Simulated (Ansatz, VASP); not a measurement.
## One calculation of S, two programs

INCAR

```
SYSTEM = S
PREC = Accurate
ENCUT = 520
EDIFF = 1E-6
ISMEAR = -1
SIGMA = 0.08
LREAL = .False.
LASPH = .True.
NELM = 100
ALGO = Normal
ISIF = 2
LWAVE = .False.
LCHARG = .False.
NBANDS = 9
```

File KPOINTS:

```
regular mesh
0
Gamma
  16 16 16
  0 0 0
```

Contents of POSCAR:

```
S
1.0
   -1.2997173388      1.2997173388      1.2997173388
    1.2997173388     -1.2997173388      1.2997173388
    1.2997173388      1.2997173388     -1.2997173388
S
1
Direct
    0.0000000000      0.0000000000      0.0000000000
```

Input for Ansatz:

```yaml
crystal:
  lattice:
    - [-1.2997173388, 1.2997173388, 1.2997173388]
    - [1.2997173388, -1.2997173388, 1.2997173388]
    - [1.2997173388, 1.2997173388, -1.2997173388]
  atoms:
    - { symbol: S, position: [0.0, 0.0, 0.0] }
kpoints:
  mp_grid: { grid: [16, 16, 16] }
scf:
  occupations: { method: fermi_dirac, width: 0.08 }
hamiltonian:
  xc: lda
  pseudopotentials: { kind: paw }
output:
  forces: true
  stress: true
  eigenvalues: true
  populations: true
```

Change from the starting cell: volume scaled by 0.6, PAW files.

Alike in both runs: task single point; functional LDA; k mesh 16 × 16 × 16; occupations fermi-dirac, width 0.08 eV; no spin polarisation.

|  | VASP | Ansatz |
| --- | --- | --- |
| version | VASP 6.6.1 | Ansatz 0.2.0 |
| potentials or method | VASP PAW LDA potentials, release 64 (S) | PAW with Ansatz's default frozen-core files, scalar-relativistic |
| plane-wave cutoff (eV) | 520 | 420 |
| valence electrons in the cell | 6 | 6 |

Ansatz gave:

| Item | Value |
| --- | --- |
| pressure (GPa) | 144.1 |

**Question.** Estimate VASP's values.

**Answer.** Pressure (GPa): 142.8.

Caveats: the cell as given lies far from equilibrium; so large a pressure means that the cell lies far from this level's equilibrium, or that cutoff or potentials fall short (VASP).
